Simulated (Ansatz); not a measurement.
# CoSi2 (Fm-3m) in Ansatz: a series of runs

Runs on CoSi2. Level: r2SCAN. Tasks: single point, equation of state.

All numbers are computed with Ansatz 0.2.0; they aren't measurements. Logs are shortened: lines on timing, memory, paths and dates and some standing lists are left out, and cuts for length are marked.

## (1) The crystal as given

It takes space group Fm-3m (No. 225, cubic). Conventional cell: a = 5.356 Å, b = 5.356 Å, c = 5.356 Å, α = 90.00°, β = 90.00°, γ = 90.00°. Co (site symmetry m-3m) has 8 Si at 2.32 Å as nearest neighbours. Around Si (site symmetry -43m) lie 4 Co at 2.32 Å.

## (2) Single point, r2SCAN, collinear spin, ferromagnetic start, 12.04 Å³/atom (volume scaled by 0.94)

Input file input.yaml:

```yaml
crystal:
  lattice:
    - [0.0, 2.6233315991, 2.6233315991]
    - [2.6233315991, 0.0, 2.6233315991]
    - [2.6233315991, 2.6233315991, 0.0]
  atoms:
    - { symbol: Co, position: [0.0, 0.0, 0.0], spin: 2.0 }
    - { symbol: Si, position: [0.75, 0.75, 0.75] }
    - { symbol: Si, position: [0.25, 0.25, 0.25] }
hamiltonian:
  xc: r2scan
  pseudopotentials: { kind: paw }
magnetization:
  spin_polarized: true
kpoints:
  mp_grid: { grid: [9, 9, 9] }
scf:
  occupations: { method: fermi_dirac, width: 0.05 }
output:
  forces: true
  stress: true
  eigenvalues: true
  write_density: true
  write_potential: true
  elf: true
  volumetric_format: npy
```

Potentials or basis: Ansatz PAW.

Run with:

```bash
> ansatz run input.yaml --threads 2 --pin off --max-ram 5632MiB --backend cpu --events-out ev --progress --plain --runs-dir out
```

Output:

```text
Warning: RAYON_NUM_THREADS=2 ignored (pool sized by the plan → 2); use --threads N
Engine: ansatz 0.2.0, x86_64-unknown-linux-gnu
Pseudopotentials: kind: paw
Pseudopotential: Co, paw, valence charge 17, recommended cutoff 500 eV (meta_gga), Co.paw.azcp
Pseudopotential: Si, paw, valence charge 4, recommended cutoff 500 eV (meta_gga), Si.paw.azcp
Functional definition: r2SCAN
  parameter k0 = 0.174
  parameter k1 = 0.065
  parameter a1 = 4.9479
  exchange = r2scan_x(k0 = k0, k1 = k1, a1 = a1)
  correlation = r2scan_c
Crystal: 3 atoms, lattice volume = 36.107 Å³
Basis set: ecut = 500 eV, 941 PW (Γ), exchange–correlation on 120×120×120 points (64 copies of the dense FFT grid, shifted against one another)
Bands: 18, of which v1, the nominal top of the filled ones, is band 13 counted from 1 (12 counted from 0)
Symmetry: 48 space group operations
Space group: Fm-3m (ITA 225), of the structure as read, at distance tolerance 3.3e-5 Å
Magnetic group: BNS 225.116 (UNI 1618), of the structure as read, at distance tolerance 3.3e-5 Å
k-points: 35 of 729
Non-local potential: Co, projectors of the file, l = 0: 3, l = 1: 2, l = 2: 3, l = 3: 1
Non-local potential: Si, projectors of the file, l = 0: 2, l = 1: 2, l = 2: 2
PAW form: soft (Blöchl's): semilocal exchange-correlation on the pseudo side does not see the compensation charge
PAW frozen core: Co, regenerated for the run's functional (the file was generated under x = pbe(κ = 0.804, μ = 0.2195149727645171), c = pbe(β = 0.06672455060314922))
PAW frozen core: Si, regenerated for the run's functional (the file was generated under x = pbe(κ = 0.804, μ = 0.2195149727645171), c = pbe(β = 0.06672455060314922))
PAW one-centre angular grid: Co, 590 points (default); XC on 160 Gauss nodes
PAW one-centre angular grid: Si, 302 points (default); XC on 160 Gauss nodes
Initial density: superposition of atomic densities (chi_scale 0.1, normalization cell)
Starting moments: Σ|m| = 2 μB on 1 of 3 sites
Initial wavefunctions: pseudopotential atomic-orbital guess
Functional: x = r2scan, c = r2scan; τ floored in thin density (d = 2e-4 eV/Å³)
SCF iter   1: F=—  HF=-6407.661254 eV  |F-HF|=—  |Δ(HF+E_count)|=         —  Δρ=8.77e-2 (↑8.77e-2 ↓3.77e-2)  dr2=1.51e0  dr2_τ=2.92e-2  dr2_m=9.34e-1  M=0.796 μB ∫|m|=1.511 μB  β_m=0.50  ethr=3.10e-3  ⟨swp⟩=6.1  Hψ=6697  notcnv=0
Mixer restart at iter 1: flushing history
preconditioner: auto → Kerker (q_TF=auto, 2.566 Å⁻¹)  [metal: Δε(μ)=0.020 eV  Ē_g=9.982 eV  σ=0.050 eV  W_gap=0.10  n_scr=14 (ndim 8)  ℏωp=25.5 eV  f_vac=0.000  D(μ)=2.44/eV (n_scr^D=26)]
spin=Collinear: Kerker preconditioning applied to the charge; magnetization (m = ρ↑ − ρ↓) channel mixes plain (no charge-response kernel on spin).
SCF iter   2: F=—  HF=-6407.799637 eV  |F-HF|=—  |Δ(HF+E_count)|=   1.38e-1  Δρ=5.28e-2 (↑3.39e-2 ↓5.28e-2)  dr2=9.51e-1  dr2_τ=1.82e-2  dr2_m=4.76e-1  M=0.683 μB ∫|m|=1.320 μB  β_m=0.56  ethr=3.10e-3  ⟨swp⟩=2.6  Hψ=2744  notcnv=0  defer=53  κ⁻¹=1.0e0(r=1)
[... 10 lines left out ...]
SCF iter  12: F=—  HF=-6410.855705 eV  |F-HF|=—  |Δ(HF+E_count)|=   1.72e-4  Δρ=4.02e-4 (↑4.02e-4 ↓3.57e-4)  dr2=1.02e-4  dr2_τ=8.57e-7  dr2_m=8.47e-6  M=-0.000 μB ∫|m|=0.005 μB  β_m=0.30  ethr=2.08e-6  ⟨swp⟩=1.9  Hψ=1729  notcnv=0  defer=80  κ⁻¹=4.0e-5(r=6)
SCF iter  13: F=—  HF=-6410.855659 eV  |F-HF|=—  |Δ(HF+E_count)|=   4.62e-5  Δρ=4.17e-4 (↑3.83e-4 ↓4.17e-4)  dr2=1.16e-4  dr2_τ=4.84e-7  dr2_m=1.95e-6  M=-0.001 μB ∫|m|=0.004 μB  β_m=0.30  ethr=4.06e-7  ⟨swp⟩=2.0  Hψ=2073  notcnv=0  defer=80  κ⁻¹=1.1e-5(r=7)
SCF iter  14: F=—  HF=-6410.855726 eV  |F-HF|=—  |Δ(HF+E_count)|=   6.72e-5  Δρ=2.75e-4 (↑2.75e-4 ↓2.64e-4)  dr2=4.32e-5  dr2_τ=5.73e-7  dr2_m=8.57e-7  M=-0.001 μB ∫|m|=0.003 μB  β_m=1.00  ethr=4.06e-7  ⟨swp⟩=1.1  Hψ=1320  notcnv=0  defer=80  κ⁻¹=1.1e-5(r=8)
SCF iter  15: F=—  HF=-6410.855812 eV  |F-HF|=—  |Δ(HF+E_count)|=   8.53e-5  Δρ=3.58e-5 (↑3.58e-5 ↓2.79e-5)  dr2=9.22e-7  dr2_τ=8.95e-8  dr2_m=1.21e-7  M=-0.001 μB ∫|m|=0.001 μB  β_m=0.79  ethr=1.73e-7  ⟨swp⟩=2.0  Hψ=2120  notcnv=0  defer=80  κ⁻¹=2.6e-6(r=8)
SCF iter  16: F=—  HF=-6410.855814 eV  |F-HF|=—  |Δ(HF+E_count)|=   2.35e-6  Δρ=7.84e-5 (↑7.84e-5 ↓4.33e-5)  dr2=3.32e-6  dr2_τ=1.50e-8  dr2_m=1.25e-7  M=-0.000 μB ∫|m|=0.001 μB  β_m=0.56  ethr=3.69e-9  ⟨swp⟩=2.0  Hψ=2122  notcnv=0  defer=80  κ⁻¹=1.1e-6(r=8)
SCF iter  17: F=—  HF=-6410.855816 eV  |F-HF|=—  |Δ(HF+E_count)|=   2.08e-6  Δρ=6.78e-5 (↑6.78e-5 ↓4.07e-5)  dr2=2.86e-6  dr2_τ=8.29e-9  dr2_m=6.39e-8  M=-0.000 μB ∫|m|=0.001 μB  β_m=0.30  ethr=3.69e-9  ⟨swp⟩=1.7  Hψ=1489  notcnv=0  defer=80  κ⁻¹=7.2e-7(r=8)
SCF iter  18: F=—  HF=-6410.855817 eV  |F-HF|=—  |Δ(HF+E_count)|=   1.49e-6  Δρ=3.29e-5 (↑3.29e-5 ↓1.72e-5)  dr2=5.69e-7  dr2_τ=1.41e-9  dr2_m=2.34e-8  M=-0.000 μB ∫|m|=0.000 μB  β_m=0.53  ethr=3.69e-9  ⟨swp⟩=2.2  Hψ=1916  notcnv=0  defer=80  κ⁻¹=2.6e-7(r=8)
SCF iter  19: F=—  HF=-6410.855818 eV  |F-HF|=—  |Δ(HF+E_count)|=   8.23e-7  Δρ=3.44e-6 (↑3.44e-6 ↓2.73e-6)  dr2=2.46e-9  dr2_τ=5.20e-10  dr2_m=2.24e-9  M=0.000 μB ∫|m|=0.000 μB  β_m=0.65  ethr=2.28e-9  ⟨swp⟩=2.6  Hψ=2243  notcnv=0  defer=80  κ⁻¹=7.0e-6(r=8)
SCF iter  20: F=—  HF=-6410.855818 eV  |F-HF|=—  |Δ(HF+E_count)|=   6.35e-9  Δρ=2.67e-6 (↑2.67e-6 ↓1.26e-6)  dr2=2.96e-9  dr2_τ=9.85e-12  dr2_m=2.96e-10  M=0.000 μB ∫|m|=0.000 μB  β_m=0.41  ethr=9.85e-12  ⟨swp⟩=2.4  Hψ=2177  notcnv=0  defer=80  κ⁻¹=1.6e-5(r=8)
SCF iter  21: F=—  HF=-6410.855818 eV  |F-HF|=—  |Δ(HF+E_count)|=   6.30e-9  Δρ=1.29e-6 (↑1.11e-6 ↓1.29e-6)  dr2=1.20e-9  dr2_τ=6.24e-12  dr2_m=3.88e-11  M=0.000 μB ∫|m|=0.000 μB  β_m=0.30  ethr=9.85e-12  ⟨swp⟩=2.2  Hψ=2078  notcnv=0  defer=80  κ⁻¹=1.3e-7(r=8)
SCF iter  22: F=—  HF=-6410.855818 eV  |F-HF|=—  |Δ(HF+E_count)|=   1.23e-9  Δρ=1.89e-6 (↑1.54e-6 ↓1.89e-6)  dr2=3.26e-9  dr2_τ=9.50e-12  dr2_m=2.76e-11  M=-0.000 μB ∫|m|=0.000 μB  β_m=0.38  ethr=4.82e-12  ⟨swp⟩=10.4  Hψ=7926  notcnv=0  κ⁻¹=8.0e-7(r=8)
SCF iter  23: F=-6410.855818 eV  HF=-6410.855818 eV  |F-HF|=1.00e-11  |Δ(HF+E_count)|=  1.78e-10  Δρ=2.73e-7 (↑1.94e-7 ↓2.73e-7)  dr2=3.87e-11  dr2_τ=3.41e-13  dr2_m=3.21e-12  M=0.000 μB ∫|m|=0.000 μB  ethr=4.82e-12  ⟨swp⟩=6.4  Hψ=5458  notcnv=0
SCF 1 converged in 23 iterations: F = -6410.855818 eV  dr2 = 3.87e-11
WARN: the starting moments were not kept: the SCF closed with an absolute magnetisation of 2.4e-6 μB, where they sum to 2 μB in size (1 site). That is at most 0.1 of that sum. Measured as dr2_m measures the in/out step, that magnetisation stands 5.4e-13 eV from none, at or under the dr2_threshold of 1.0e-7 eV: it is no larger than a step whose dr2_m would equal this threshold. The system may hold no moment; this SCF shows only that its start led to no more than that. To try another start: raise the starting moments (crystal.atoms[].spin, magnetization.per_species, magnetization.initial_magnetization, or on a non-collinear deck that types none of these the spinor_matrix: blocks that start its atoms; where the total moment is fixed, keep their sum and leave initial_magnetization as it is; typed ones take the place of any that the run laid by itself, positive ones on a crystal's lanthanoids without a Hubbard term where scf.initial_density.shell_occupations: [] is typed) or, if the notice of its spin-set hold's release reads "site moments contracting" or "site moments show no strong build", lengthen the hold (scf.mixing.spin_hold: { on: { confirm: 4 } }; for m-r²SCAN on two components see the key's manual first). Each may lead to a state that holds a moment. A second SCF, from the converged charge density, with the starting moments and any scf.initial_density.shell_occupations laid on it anew, would have followed, and was not run: the deck does not ask for one (magnetization.retry_lost_moments is false, the default). To let it run, set magnetization.retry_lost_moments: true and run the deck again, where that key's refused combinations let it; where memory then withholds it, that run's warning says so.
this state was not tested for a lower state beside it, because the mixer in use, unlike msr1, does not test its closes by its own steps (another_mixer; see scf.mixing.algorithm and scf.lower_state_search)
SCF converged after 23 iterations
Magnetization: 0.0000 μB (12.5000 up, 12.5000 down)
Absolute magnetization: 0.0000 μB (∫|ρ↑−ρ↓|, with the PAW one-centre terms)
Spin contamination: 0.0000 ħ² per cell (⟨S²⟩ above its minimum at these occupations)
Per-site moments (μB) at R_I (Å): [(-2.6925230833667936e-7, 0.9371471205405602), (4.969252588501133e-7, 0.9371471205405602), (4.969252590191937e-7, 0.9371471205405602)]
Free energy (F): -6410.855818 eV
Harris-Foulkes:  -6410.855818 eV  (|F-HF|=1.00e-11)
Internal energy: -6410.846566 eV  (E = F + TS)
E sigma→0 (E₀):  -6410.851192 eV
Entropy (-TS):   -0.009253 eV (-3.084 meV/atom)
Fermi energy:    13.791262 eV
--- Per-component energies (eV) ---
  E_band       = -287.213251
  E_kinetic    = 553.974801
  E_local      = -4030.140298  (includes V_loc(G=0)·N_el)
  E_nonlocal   = 502.544104
  E_hartree    = 1762.134161
  E_xc         = -267.318933
  E_vxc        = -340.362150  (∫ρ·V_xc dr)
  E_paw        = -2564.790290  (= ΣΔE_a)
  E_vpaw       = -517.286176  (= ΣTr[D̂ρ^β])
  E_aug_tail   = 0.000039  (compensation charges beyond the density's cutoff)
  E_vtau       = 19.787614  (kinetic-family band-sum trace: ∫τ·v_τ [+ j·A + Jᵃ·Aᵃ] dr)
  E_ewald      = -2366.802078
  E_core_change = -0.448072  (= ΣΔE_core)
  E_smearing   = -0.009253  (= −TS)
  E_closure    = -0.000000  (closes the sum)
  Σ components = -6410.855818   (vs F -6410.855818, Δ=0.00e0)
--- Forces (eV/Å), atoms counted from 1 ---
  atom   1  Co    -0.00000000    -0.00000000    -0.00000000
  atom   2  Si    -0.00000000     0.00000000    -0.00000000
  atom   3  Si     0.00000000     0.00000000     0.00000000
  max |Σ_I F_I| component: 3.70e-17 eV/Å
--- Stress (GPa, compression-positive) ---
        8.378669       0.000000      -0.000000
        0.000000       8.378669       0.000000
        0.000000       0.000000       8.378669
  P = ⅓ Tr σ = 8.3787 GPa (83.787 kbar)
--- Band table (eV; the first three rows and the last of 70) ---
  k-point 0 ↑: bands = ["-84.4745", "-46.3502", "-46.3502", "-46.3502", "-0.4893", "9.2634", "9.2634", "9.2634", "11.5823", "11.5823", "15.7404", "17.3943", "17.3943", "17.3943", "17.7362", "17.7362", "17.7362", "20.2392"]
  k-point 1 ↑: bands = ["-84.4745", "-46.3506", "-46.3502", "-46.3502", "-0.2820", "8.8292", "9.3367", "9.3367", "11.5236", "11.5236", "15.0397", "16.3015", "16.4711", "16.4711", "18.6870", "18.6870", "19.6005", "19.6005"]
  k-point 2 ↑: bands = ["-84.4745", "-46.3517", "-46.3504", "-46.3504", "0.3324", "7.6728", "9.5193", "9.5193", "11.4376", "11.4376", "13.2487", "15.3899", "15.3899", "16.8784", "18.3557", "18.3557", "19.3401", "20.5973"]
  k-point 34 ↓: bands = ["-84.4744", "-46.3530", "-46.3525", "-46.3515", "4.4809", "5.4027", "7.3518", "7.4681", "11.0385", "11.3226", "11.7971", "12.1892", "13.0216", "17.6049", "18.2594", "19.9289", "21.7585", "24.1981"]
```

It took 4.2 s on 2 threads of Intel Xeon 6975P-C (Granite Rapids), shared host; peak memory 0.52 GiB.

What came out:

* Free energy: -6410.8558 eV
* Pressure: 8.4 GPa
* Band gap on the k mesh: none (metal or under the smearing width)
* Net moment: 0.00 μB per cell
* Absolute moment: 0.00 μB per cell

Caveat: the magnetic or orbital state may not be the lowest; the starting moments collapsed, and a magnetic state may lie lower; the PAW data sets come from PBE, with cores solved anew for the run's functional, which leaves a small shift of forces and pressure; the starting moments weren't kept.

## (3) Single point, r2SCAN, collinear spin, ferromagnetic start, 12.29 Å³/atom (volume scaled by 0.96)

Changes to input.yaml since step 2:

```diff
@@ -2,5 +2,5 @@
   lattice:
-    - [0.0, 2.6233315991, 2.6233315991]
-    - [2.6233315991, 0.0, 2.6233315991]
-    - [2.6233315991, 2.6233315991, 0.0]
+    - [0.0, 2.641806374, 2.641806374]
+    - [2.641806374, 0.0, 2.641806374]
+    - [2.641806374, 2.641806374, 0.0]
   atoms:
@@ -22,5 +22 @@
   eigenvalues: true
-  write_density: true
-  write_potential: true
-  elf: true
-  volumetric_format: npy
```

Potentials or basis: Ansatz PAW.

Run with:

```bash
> ansatz run input.yaml --threads 2 --pin off --max-ram 5632MiB --backend cpu --events-out ev --progress --plain --runs-dir out
```

Run time: 3.6 s. Hardware: 2 threads of Intel Xeon 6975P-C (Granite Rapids), shared host; peak memory 0.51 GiB.

The run converged. Its results:

```yaml
Free_energy: -6410.8845 eV
Pressure: 3.7 GPa
Band_gap_on_the_k_mesh: none (metal or under the smearing width)
Net_moment: 0.00 μB per cell
Absolute_moment: 0.00 μB per cell
```

Caveat: the magnetic or orbital state may not be the lowest; the starting moments collapsed, and a magnetic state may lie lower; the PAW data sets come from PBE, with cores solved anew for the run's functional, which leaves a small shift of forces and pressure; the starting moments weren't kept.

## (4) Single point, r2SCAN, collinear spin, ferromagnetic start, 12.55 Å³/atom (volume scaled by 0.98)

Changes to input.yaml since step 3:

```diff
@@ -2,5 +2,5 @@
   lattice:
-    - [0.0, 2.641806374, 2.641806374]
-    - [2.641806374, 0.0, 2.641806374]
-    - [2.641806374, 2.641806374, 0.0]
+    - [0.0, 2.6600263041, 2.6600263041]
+    - [2.6600263041, 0.0, 2.6600263041]
+    - [2.6600263041, 2.6600263041, 0.0]
   atoms:
@@ -22 +22,5 @@
   eigenvalues: true
+  write_density: true
+  write_potential: true
+  elf: true
+  volumetric_format: npy
```

Run with:

```bash
> ansatz run input.yaml --threads 2 --pin off --max-ram 5632MiB --backend cpu --events-out ev --progress --plain --runs-dir out
```

It took 3.9 s on 2 threads of Intel Xeon 6975P-C (Granite Rapids), shared host; peak memory 0.51 GiB.

Results (log left out):

```yaml
Free_energy: -6410.8920 eV
Pressure: -0.5 GPa
Band_gap_on_the_k_mesh: none (metal or under the smearing width)
Net_moment: 0.00 μB per cell
Absolute_moment: 0.00 μB per cell
```

Caveat: the magnetic or orbital state may not be the lowest; the starting moments collapsed, and a magnetic state may lie lower; the PAW data sets come from PBE, with cores solved anew for the run's functional, which leaves a small shift of forces and pressure; the starting moments weren't kept.

## (5) Single point, r2SCAN, collinear spin, ferromagnetic start, 12.80 Å³/atom

Changes to input.yaml since step 4:

```diff
@@ -2,5 +2,5 @@
   lattice:
-    - [0.0, 2.6600263041, 2.6600263041]
-    - [2.6600263041, 0.0, 2.6600263041]
-    - [2.6600263041, 2.6600263041, 0.0]
+    - [0.0, 2.678, 2.678]
+    - [2.678, 0.0, 2.678]
+    - [2.678, 2.678, 0.0]
   atoms:
@@ -22,5 +22 @@
   eigenvalues: true
-  write_density: true
-  write_potential: true
-  elf: true
-  volumetric_format: npy
```

Run with:

```bash
> ansatz run input.yaml --threads 2 --pin off --max-ram 5632MiB --backend cpu --events-out ev --progress --plain --runs-dir out
```

It took 3.8 s on 2 threads of Intel Xeon 6975P-C (Granite Rapids), shared host; peak memory 0.51 GiB.

Results (log left out):

```
Free energy            : -6410.8804 eV
Pressure               : -4.2 GPa
Band gap on the k mesh : none (metal or under the smearing width)
Net moment             : 0.00 μB per cell
Absolute moment        : 0.00 μB per cell
```

Caveat: the magnetic or orbital state may not be the lowest; the starting moments collapsed, and a magnetic state may lie lower; the PAW data sets come from PBE, with cores solved anew for the run's functional, which leaves a small shift of forces and pressure; the starting moments weren't kept.

## (6) Single point, r2SCAN, collinear spin, ferromagnetic start, 13.06 Å³/atom (volume scaled by 1.02)

Changes to input.yaml since step 5:

```diff
@@ -2,5 +2,5 @@
   lattice:
-    - [0.0, 2.678, 2.678]
-    - [2.678, 0.0, 2.678]
-    - [2.678, 2.678, 0.0]
+    - [0.0, 2.6957356162, 2.6957356162]
+    - [2.6957356162, 0.0, 2.6957356162]
+    - [2.6957356162, 2.6957356162, 0.0]
   atoms:
```

Potentials or basis: Ansatz PAW.

Run with:

```bash
> ansatz run input.yaml --threads 2 --pin off --max-ram 5632MiB --backend cpu --events-out ev --progress --plain --runs-dir out
```

Wall time 3.6 s (2 threads of Intel Xeon 6975P-C (Granite Rapids), shared host); peak memory 0.51 GiB.

Results (log left out):

| Property | Result |
| --- | --- |
| Free energy | -6410.8519 eV |
| Pressure | -7.6 GPa |
| Band gap on the k mesh | none (metal or under the smearing width) |
| Net moment | 0.00 μB per cell |
| Absolute moment | 0.00 μB per cell |

Caveat: the magnetic or orbital state may not be the lowest; the starting moments collapsed, and a magnetic state may lie lower; the PAW data sets come from PBE, with cores solved anew for the run's functional, which leaves a small shift of forces and pressure; the starting moments weren't kept.

## (7) Single point, r2SCAN, collinear spin, ferromagnetic start, 13.32 Å³/atom (volume scaled by 1.04)

Changes to input.yaml since step 6:

```diff
@@ -2,5 +2,5 @@
   lattice:
-    - [0.0, 2.6957356162, 2.6957356162]
-    - [2.6957356162, 0.0, 2.6957356162]
-    - [2.6957356162, 2.6957356162, 0.0]
+    - [0.0, 2.7132408834, 2.7132408834]
+    - [2.7132408834, 0.0, 2.7132408834]
+    - [2.7132408834, 2.7132408834, 0.0]
   atoms:
```

Run with:

```bash
> ansatz run input.yaml --threads 2 --pin off --max-ram 5632MiB --backend cpu --events-out ev --progress --plain --runs-dir out
```

Run time: 3.6 s. Hardware: 2 threads of Intel Xeon 6975P-C (Granite Rapids), shared host; peak memory 0.52 GiB.

It converged, with:

- Free energy: -6410.8082 eV
- Pressure: -10.6 GPa
- Band gap on the k mesh: none (metal or under the smearing width)
- Net moment: 0.00 μB per cell
- Absolute moment: 0.00 μB per cell

Caveat: the magnetic or orbital state may not be the lowest; the starting moments collapsed, and a magnetic state may lie lower; the PAW data sets come from PBE, with cores solved anew for the run's functional, which leaves a small shift of forces and pressure; the starting moments weren't kept.

## (8) Single point, r2SCAN, collinear spin, ferromagnetic start, 13.57 Å³/atom (volume scaled by 1.06)

Changes to input.yaml since step 7:

```diff
@@ -2,5 +2,5 @@
   lattice:
-    - [0.0, 2.7132408834, 2.7132408834]
-    - [2.7132408834, 0.0, 2.7132408834]
-    - [2.7132408834, 2.7132408834, 0.0]
+    - [0.0, 2.7305231384, 2.7305231384]
+    - [2.7305231384, 0.0, 2.7305231384]
+    - [2.7305231384, 2.7305231384, 0.0]
   atoms:
@@ -22 +22,5 @@
   eigenvalues: true
+  write_density: true
+  write_potential: true
+  elf: true
+  volumetric_format: npy
```

Run with:

```bash
> ansatz run input.yaml --threads 2 --pin off --max-ram 5632MiB --backend cpu --events-out ev --progress --plain --runs-dir out
```

Run time: 4.1 s. Hardware: 2 threads of Intel Xeon 6975P-C (Granite Rapids), shared host; peak memory 0.51 GiB.

It converged, with:

- Free energy: -6410.7510 eV
- Pressure: -13.2 GPa
- Band gap on the k mesh: none (metal or under the smearing width)
- Net moment: 0.00 μB per cell
- Absolute moment: 0.00 μB per cell

Caveat: the magnetic or orbital state may not be the lowest; the starting moments collapsed, and a magnetic state may lie lower; the PAW data sets come from PBE, with cores solved anew for the run's functional, which leaves a small shift of forces and pressure; the starting moments weren't kept.

## (9) Equation of state, r2SCAN, collinear spin, ferromagnetic start

Potentials or basis: Ansatz PAW.

No new run: the results of the series are fitted here.

What came out:

```
Equilibrium volume                      : 12.52 Å³/atom
Bulk modulus                            : 196 GPa
Pressure derivative of the bulk modulus : 4.6
```

Energy against volume, from the lowest point:
| volume (Å³/atom) | energy (meV/atom) |
| --- | --- |
| 12.036 | 12.06 |
| 12.292 | 2.48 |
| 12.548 | 0.00 |
| 12.804 | 3.86 |
| 13.060 | 13.37 |
| 13.316 | 27.94 |
| 13.572 | 46.99 |

Caveat: the magnetic or orbital state may not be the lowest; the PAW data sets were made with another functional, which shifts forces and pressure a little.
